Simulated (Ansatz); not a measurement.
The system is HfN.

```
CELL_PARAMETERS angstrom
0.00000 2.25600 2.25600
2.25600 0.00000 2.25600
2.25600 2.25600 0.00000
ATOMIC_POSITIONS crystal
Hf 0.00000 0.00000 0.00000
N 0.50000 0.50000 0.50000
```

```yaml
Program: Ansatz 0.2.0
Task: relaxation of cell and atoms
Functional: LDA
Potentials_or_basis: all-electron LAPW, scalar-relativistic
Basis_error_allowed: 0.001 eV/atom
k_mesh: 10 × 10 × 10
Occupations: fermi-dirac, width 0.05 eV
Spin: no spin polarisation
```

At the start: volume 11.48 Å³/atom.

How do energy, volume and symmetry change on relaxing?

Over 5 steps the energy falls by 8.6 meV/atom and the volume is 11.15 Å³/atom (-2.8 %); space group Fm-3m (No. 225, to 0.05 Å).

The path:
```
step  energy change (eV)  largest force (eV/Å)  volume (Å³)
   1              0.0000                0.0000        22.96
   2             -0.0121                0.0000        21.97
   3             -0.0172                0.0000        22.33
   4             -0.0172                0.0000        22.31
   5             -0.0172                0.0000        22.31
```

Final structure:
```
Hf N
1.0
     0.00000    2.23437    2.23437
     2.23437    0.00000    2.23437
     2.23437    2.23437    0.00000
Hf N
1 1
Direct
  0.00000 0.00000 0.00000
  0.50000 0.50000 0.50000
```
